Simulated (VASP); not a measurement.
# SiC (Moissanite 3C) (F-43m) in VASP: further runs

One crystal, SiC (Moissanite 3C), is run at these levels: r2SCAN; tasks: single point.

Everything below comes from runs of VASP 6.6.1. Logs are shortened: lines on timing, memory, paths and dates and some standing lists are left out, and cuts for length are marked.

## Step 1: The crystal as given

Symmetry: F-43m, No. 216, cubic system. Conventional cell: a = 4.358 Å, b = 4.358 Å, c = 4.358 Å, α = 90.00°, β = 90.00°, γ = 90.00°. Si (site symmetry -43m) has 4 C at 1.89 Å as nearest neighbours. Around C (site symmetry -43m) lie 4 Si at 1.89 Å.

## Step 2: Single point, r2SCAN

Input file INCAR:

```
PREC     = Low            # precision mode
ENCUT    = 460            # plane-wave cutoff, eV
EDIFF    = 1E-7           # SCF threshold, eV
ISMEAR   = 0              # smearing method
SIGMA    = 0.05           # smearing width, eV
LREAL    = F              # projectors in reciprocal space
LASPH    = T              # aspherical terms in the spheres
NELM     = 100            # most SCF steps
ALGO     = Normal         # electronic algorithm
ISIF     = 2              # what is computed and relaxed
LWAVE    = F              # write WAVECAR
LCHARG   = F              # write CHGCAR
METAGGA  = R2SCAN         # meta-GGA
LMIXTAU  = T            
ADDGRID  = F
```

Input file KPOINTS:

```
regular mesh
0
Gamma
  6 6 6
```

Input file POSCAR:

```
SiC
1.0
    0.0000000000      2.1790000000      2.1790000000
    2.1790000000      0.0000000000      2.1790000000
    2.1790000000      2.1790000000      0.0000000000
Si C
1 1
Direct
    0.0000000000      0.0000000000      0.0000000000
    0.7500000000      0.7500000000      0.7500000000
```

Potentials or basis: VASP PAW PBE potentials, release 64 (Si, C).

Command:

```sh
$ cat potpaw_PBE.64/Si/POTCAR potpaw_PBE.64/C/POTCAR > POTCAR
$ mpirun -np 1 vasp_std > vasp.out
```

OUTCAR:

```text
PREC = Low
   ENCUT = 460
   EDIFF = 1E-7
   ISMEAR = 0
   LREAL = F
   LASPH = T
   NELM = 100
   ISIF = 2
   METAGGA = R2SCAN

 Found     16 irreducible k-points:

 Following reciprocal coordinates:
            Coordinates               Weight
  0.000000  0.000000  0.000000      1.000000
  0.166667  0.000000  0.000000      8.000000
  0.333333  0.000000  0.000000      8.000000
  0.500000  0.000000  0.000000      4.000000
  0.166667  0.166667  0.000000      6.000000
  0.333333  0.166667  0.000000     24.000000
   k-points           NKPTS =     16   k-points in BZ     NKDIM =     16   number of bands    NBANDS=      8
   number of dos      NEDOS =    301   number of ions     NIONS =      2
   total plane-waves  NPLWV =   4096
   dimension x,y,z NGX =    16 NGY =   16 NGZ =   16
   dimension x,y,z NGXF=    20 NGYF=   20 NGZF=   20
   ions per type =               1   1
   NGX,Y,Z   is equivalent  to a cutoff of   8.63,  8.63,  8.63 a.u.
   NGXF,Y,Z  is equivalent  to a cutoff of  10.79, 10.79, 10.79 a.u.
 SYSTEM =  unknown system
   PREC   = low       normal or accurate (medium, high low for compatibility)
   ISTART =      0    job   : 0-new  1-cont  2-samecut
   ICHARG =      2    charge: 1-file 2-atom 10-const
   ISPIN  =      1    spin polarized calculation?
   LNONCOLLINEAR =      F non collinear calculations
   LSORBIT =      F    spin-orbit coupling
   LASPH  =      T    aspherical Exc in radial PAW
   ENCUT  =  460.0 eV  33.81 Ry    5.81 a.u.   5.39  5.39  5.39*2*pi/ulx,y,z
   NELM   =    100;   NELMIN=  2; NELMDL= -5     # of ELM steps
   EDIFF  = 0.1E-06   stopping-criterion for ELM
   LREAL  =      F    real-space projection
   EDIFFG = 0.1E-05   stopping-criterion for IOM
   NSW    =      0    number of steps for IOM
   IBRION =     -1    ionic relax: 0-MD 1-quasi-New 2-CG
   NFREE  =      0    steps in history (QN), initial steepest desc. (CG)
   ISIF   =      2    stress and relaxation
   ISYM   =      2    0-nonsym 1-usesym 2-fastsym
   POTIM  = 0.5000    time-step for ionic-motion
   TEBEG  =    0.0;   TEEND  =   0.0 temperature during run
   PSTRESS=    0.0 pullay stress
   NELECT =       8.0000    total number of electrons
   NUPDOWN=      -1.0000    fix difference up-down
   EMIN   =  10.00;   EMAX   =-10.00  energy-range for DOS
   EFERMI =   0.00;   METHOD = LEGACY
   ISMEAR =     0;   SIGMA  =   0.05  broadening in eV -4-tet -1-fermi 0-gaus
   EFERMI_NEDOS =   21; number of points for ismear=-14 and -15
   IALGO  =     38    algorithm
   IMIX   =      4    mixing-type and parameters
     AMIX     =   0.40;   BMIX     =  1.00
     AMIX_MAG =   1.60;   BMIX_MAG =  1.00
  volume/ion in A,a.u.               =      10.35        69.82
  Fermi-wavevector in a.u.,A,eV,Ry     =   1.192626  2.253736 19.352338  1.422357
  Thomas-Fermi vector in A             =   2.328660
   LORBIT       =      0    0 simple, 1 ext, 2 COOP (PROOUT), +10 PAW based schemes
   METAGGA = R2SCAN    functional components
   LHFCALC =     F    Hartree Fock is set to
   AEXX    =    0.0000 exact exchange contribution
   IVDW    =     0    specifies the selected vdW correction
   LEPSILON=     F    determine dielectric tensor
   LRPA    =     F    only Hartree local field effects (RPA)
 non-spin polarized calculation
 Gauss-broadening in eV      SIGMA  =   0.05
  energy-cutoff  :      460.00
  volume of cell :       20.69
 maximum number of plane-waves:       475
   NGX = 11   NGY = 11   NGZ = 11

 number of electron       8.0000004 magnetization

 Free energy of the ion-electron system (eV)
  ---------------------------------------------------
  ext. energy  EPLUGINS =         0.00000000
  ---------------------------------------------------
  free energy    TOTEN  =       -19.31881043 eV

  energy without entropy =      -19.31881043  energy(sigma->0) =      -19.31881043

 E-fermi :   8.2748     XC(G=0): -11.9312

 val. band max:        7.9914028658   @ k =   0.0000   0.0000   0.0000
 cond. band min:       9.7086322958   @ k =   0.5000   0.5000   0.0000
 fundamental gap:      1.7172294300
 Fermi energy:         8.2748026463

 k-point     1 :       0.0000    0.0000    0.0000
  band No.  band energies     occupation
      1      -8.1910      2.00000
      2       7.9909      2.00000
      3       7.9914      2.00000
      4       7.9914      2.00000
      5      14.8219      0.00000
      6      15.8341      0.00000
      7      15.8343      0.00000
      8      15.8343      0.00000

 k-point     2 :       0.1667    0.0000    0.0000
  band No.  band energies     occupation
      1      -7.6327      2.00000
      2       5.5212      2.00000
      3       7.6451      2.00000
      4       7.6455      2.00000
      5      14.9054      0.00000
      6      16.3850      0.00000
      7      16.3852      0.00000
      8      17.0526      0.00000

 k-point     3 :       0.3333    0.0000    0.0000
  band No.  band energies     occupation
      1      -6.0625      2.00000
      2       1.5666      2.00000
      3       7.1038      2.00000
      4       7.1042      2.00000
      5      14.2370      0.00000
      6      16.1793      0.00000
      7      16.1794      0.00000
      8      18.7876      0.00000

 k-point     4 :       0.5000    0.0000    0.0000
  band No.  band energies     occupation
      1      -4.5651      2.00000
      2      -0.8311      2.00000
      3       6.8834      2.00000
      4       6.8837      2.00000
      5      13.9788      0.00000
      6      15.7349      0.00000
      7      15.7350      0.00000
      8      18.9414      0.00000

 k-point     5 :       0.1667    0.1667    0.0000
  band No.  band energies     occupation
      1      -7.4460      2.00000
      2       6.1118      2.00000
      3       6.8342      2.00000
      4       6.8344      2.00000
      5      14.0585      0.00000
      6      15.9641      0.00000
      7      17.6867      0.00000
      8      17.6870      0.00000

 k-point     6 :       0.3333    0.1667    0.0000
  band No.  band energies     occupation
      1      -6.2013      2.00000
      2       3.0056      2.00000
      3       6.1233      2.00000
      4       6.1687      2.00000
      5      13.4108      0.00000
      6      16.1978      0.00000
      7      17.6486      0.00000
      8      18.3315      0.00000

 [... further k-points ...]

------------------------ aborting loop because EDIFF is reached ----------------------------------------

  FORCE on cell =-STRESS in cart. coord.  units (eV):
  Direction    XX          YY          ZZ          XY          YZ          ZX
  --------------------------------------------------------------------------------------
  -------------------------------------------------------------------------------------
  Total       -0.0682790     -0.0682790     -0.0682790      0.0000000      0.0000000      0.0000000
  in kB       -5.2868416     -5.2868416     -5.2868416      0.0000000      0.0000000      0.0000000
  external PRESSURE =      -5.2868416 kB  Pullay stress =       0.0000000 kB

 VOLUME and BASIS-vectors are now :
 -----------------------------------------------------------------------------
  energy-cutoff  :      460.00
  volume of cell :       20.69
      direct lattice vectors                 reciprocal lattice vectors
     0.000000000  2.179000000  2.179000000    -0.229463056  0.229463056  0.229463056
     2.179000000  0.000000000  2.179000000     0.229463056 -0.229463056  0.229463056
     2.179000000  2.179000000  0.000000000     0.229463056  0.229463056 -0.229463056

 POSITION                                       TOTAL-FORCE (eV/Angst)
 -----------------------------------------------------------------------------------
      0.00000      0.00000      0.00000        -0.000000      0.000000     -0.000000
      3.26850      3.26850      3.26850         0.000000     -0.000000      0.000000
 -----------------------------------------------------------------------------------
    total drift:                                0.000196      0.000196      0.000167

  FREE ENERGIE OF THE ION-ELECTRON SYSTEM (eV)
  ---------------------------------------------------
  free  energy   TOTEN  =       -19.3188104342 eV

  energy  without entropy=      -19.3188104342  energy(sigma->0) =      -19.31881043
```

stdout:

```text
POSCAR found type information on POSCAR SiC
 POSCAR found :  2 types and       2 ions
 scaLAPACK will be used
 -----------------------------------------------------------------------------
|                                                                             |
|                                                                             |
|     You enforced a specific xc type in the INCAR file but a different       |
|     I HOPE YOU KNOW WHAT YOU ARE DOING!                                     |
|                                                                             |
 -----------------------------------------------------------------------------

 LDA part: xc-table for (None), standard interpolation
 POSCAR, INCAR and KPOINTS ok, starting setup
 FFT: planning ... GRIDC
 FFT: planning ... GRID_SOFT
 FFT: planning ... GRID
 WAVECAR not read
 entering main loop
```

Run time: 5.4 s. Hardware: 1 thread of Intel Xeon 6975P-C (Granite Rapids), shared host; peak memory 0.1 GiB.

These settings aren't checked as converged: the numbers below hold their error.

What came out:

| Quantity | Value |
| --- | --- |
| Free energy | -19.3188 eV |
| Pressure | -0.5 GPa |
| Band gap on the k mesh | 1.72 eV, indirect (least direct gap 5.05 eV) |

Caveat: the cutoff is under 1.25 times the usual one of these potentials, so pressure, stress and relaxed cells hold a basis-set (Pulay) error; the PAW data sets were made with another functional, which shifts forces and pressure a little.

## Step 3: Single point, r2SCAN

Changes to INCAR since step 2:

```diff
@@ -1,2 +1,2 @@
-PREC     = Low            # precision mode
+PREC     = Normal         # precision mode
 ENCUT    = 460            # plane-wave cutoff, eV
```

KPOINTS is that of step 2.

POSCAR is that of step 2.

Potentials or basis: VASP PAW PBE potentials, release 64 (Si, C).

Command:

```sh
$ cat potpaw_PBE.64/Si/POTCAR potpaw_PBE.64/C/POTCAR > POTCAR
$ mpirun -np 1 vasp_std > vasp.out
```

OUTCAR:

```text
PREC = Normal
   ENCUT = 460
   EDIFF = 1E-7
   ISMEAR = 0
   LREAL = F
   LASPH = T
   NELM = 100
   ISIF = 2
   METAGGA = R2SCAN

 Found     16 irreducible k-points:

 Following reciprocal coordinates:
            Coordinates               Weight
  0.000000  0.000000  0.000000      1.000000
  0.166667  0.000000  0.000000      8.000000
  0.333333  0.000000  0.000000      8.000000
  0.500000  0.000000  0.000000      4.000000
  0.166667  0.166667  0.000000      6.000000
  0.333333  0.166667  0.000000     24.000000
   k-points           NKPTS =     16   k-points in BZ     NKDIM =     16   number of bands    NBANDS=      8
   number of dos      NEDOS =    301   number of ions     NIONS =      2
   total plane-waves  NPLWV =   4096
   dimension x,y,z NGX =    16 NGY =   16 NGZ =   16
   dimension x,y,z NGXF=    32 NGYF=   32 NGZF=   32
   ions per type =               1   1
   NGX,Y,Z   is equivalent  to a cutoff of   8.63,  8.63,  8.63 a.u.
   NGXF,Y,Z  is equivalent  to a cutoff of  17.26, 17.26, 17.26 a.u.
 SYSTEM =  unknown system
   PREC   = normal    normal or accurate (medium, high low for compatibility)
   ISTART =      0    job   : 0-new  1-cont  2-samecut
   ICHARG =      2    charge: 1-file 2-atom 10-const
   ISPIN  =      1    spin polarized calculation?
   LNONCOLLINEAR =      F non collinear calculations
   LSORBIT =      F    spin-orbit coupling
   LASPH  =      T    aspherical Exc in radial PAW
   ENCUT  =  460.0 eV  33.81 Ry    5.81 a.u.   5.39  5.39  5.39*2*pi/ulx,y,z
   NELM   =    100;   NELMIN=  2; NELMDL= -5     # of ELM steps
   EDIFF  = 0.1E-06   stopping-criterion for ELM
   LREAL  =      F    real-space projection
   EDIFFG = 0.1E-05   stopping-criterion for IOM
   NSW    =      0    number of steps for IOM
   IBRION =     -1    ionic relax: 0-MD 1-quasi-New 2-CG
   NFREE  =      0    steps in history (QN), initial steepest desc. (CG)
   ISIF   =      2    stress and relaxation
   ISYM   =      2    0-nonsym 1-usesym 2-fastsym
   POTIM  = 0.5000    time-step for ionic-motion
   TEBEG  =    0.0;   TEEND  =   0.0 temperature during run
   PSTRESS=    0.0 pullay stress
   NELECT =       8.0000    total number of electrons
   NUPDOWN=      -1.0000    fix difference up-down
   EMIN   =  10.00;   EMAX   =-10.00  energy-range for DOS
   EFERMI =   0.00;   METHOD = LEGACY
   ISMEAR =     0;   SIGMA  =   0.05  broadening in eV -4-tet -1-fermi 0-gaus
   EFERMI_NEDOS =   21; number of points for ismear=-14 and -15
   IALGO  =     38    algorithm
   IMIX   =      4    mixing-type and parameters
     AMIX     =   0.40;   BMIX     =  1.00
     AMIX_MAG =   1.60;   BMIX_MAG =  1.00
  volume/ion in A,a.u.               =      10.35        69.82
  Fermi-wavevector in a.u.,A,eV,Ry     =   1.192626  2.253736 19.352338  1.422357
  Thomas-Fermi vector in A             =   2.328660
   LORBIT       =      0    0 simple, 1 ext, 2 COOP (PROOUT), +10 PAW based schemes
   METAGGA = R2SCAN    functional components
   LHFCALC =     F    Hartree Fock is set to
   AEXX    =    0.0000 exact exchange contribution
   IVDW    =     0    specifies the selected vdW correction
   LEPSILON=     F    determine dielectric tensor
   LRPA    =     F    only Hartree local field effects (RPA)
 non-spin polarized calculation
 Gauss-broadening in eV      SIGMA  =   0.05
  energy-cutoff  :      460.00
  volume of cell :       20.69
 maximum number of plane-waves:       475
   NGX = 11   NGY = 11   NGZ = 11

 number of electron       8.0000000 magnetization

 Free energy of the ion-electron system (eV)
  ---------------------------------------------------
  ext. energy  EPLUGINS =         0.00000000
  ---------------------------------------------------
  free energy    TOTEN  =       -19.32018147 eV

  energy without entropy =      -19.32018147  energy(sigma->0) =      -19.32018147

 E-fermi :   8.2740     XC(G=0): -11.9323

 val. band max:        7.9891710995   @ k =   0.0000   0.0000   0.0000
 cond. band min:       9.7087692555   @ k =   0.5000   0.5000   0.0000
 fundamental gap:      1.7195981560
 Fermi energy:         8.2740148724

 k-point     1 :       0.0000    0.0000    0.0000
  band No.  band energies     occupation
      1      -8.1930      2.00000
      2       7.9889      2.00000
      3       7.9892      2.00000
      4       7.9892      2.00000
      5      14.8217      0.00000
      6      15.8327      0.00000
      7      15.8327      0.00000
      8      15.8327      0.00000
[... 45 lines left out ...]
 k-point     6 :       0.3333    0.1667    0.0000
  band No.  band energies     occupation
      1      -6.2033      2.00000
      2       3.0035      2.00000
      3       6.1210      2.00000
      4       6.1666      2.00000
      5      13.4102      0.00000
      6      16.1969      0.00000
      7      17.6473      0.00000
      8      18.3307      0.00000

 [... further k-points ...]

------------------------ aborting loop because EDIFF is reached ----------------------------------------

  FORCE on cell =-STRESS in cart. coord.  units (eV):
  Direction    XX          YY          ZZ          XY          YZ          ZX
  --------------------------------------------------------------------------------------
  -------------------------------------------------------------------------------------
  Total       -0.0569437     -0.0569437     -0.0569437     -0.0000000     -0.0000000      0.0000000
  in kB       -4.4091453     -4.4091453     -4.4091453     -0.0000000     -0.0000000      0.0000000
  external PRESSURE =      -4.4091453 kB  Pullay stress =       0.0000000 kB

 VOLUME and BASIS-vectors are now :
 -----------------------------------------------------------------------------
  energy-cutoff  :      460.00
  volume of cell :       20.69
      direct lattice vectors                 reciprocal lattice vectors
     0.000000000  2.179000000  2.179000000    -0.229463056  0.229463056  0.229463056
     2.179000000  0.000000000  2.179000000     0.229463056 -0.229463056  0.229463056
     2.179000000  2.179000000  0.000000000     0.229463056  0.229463056 -0.229463056

 POSITION                                       TOTAL-FORCE (eV/Angst)
 -----------------------------------------------------------------------------------
      0.00000      0.00000      0.00000         0.000000      0.000000      0.000000
      3.26850      3.26850      3.26850        -0.000000     -0.000000     -0.000000
 -----------------------------------------------------------------------------------
    total drift:                               -0.000025     -0.000025     -0.000027

  FREE ENERGIE OF THE ION-ELECTRON SYSTEM (eV)
  ---------------------------------------------------
  free  energy   TOTEN  =       -19.3201814704 eV

  energy  without entropy=      -19.3201814704  energy(sigma->0) =      -19.32018147
```

It took 6 s on 1 thread of Intel Xeon 6975P-C (Granite Rapids), shared host; peak memory 0.11 GiB.

These settings aren't checked as converged: the numbers below hold their error.

Results:

```
Free energy            : -19.3202 eV
Pressure               : -0.4 GPa
Band gap on the k mesh : 1.72 eV, indirect (least direct gap 5.06 eV)
```

Caveat: the cutoff is under 1.25 times the usual one of these potentials, so pressure, stress and relaxed cells hold a basis-set (Pulay) error; the PAW data sets were made with another functional, which shifts forces and pressure a little.

(Continued in part 2 of 2.)
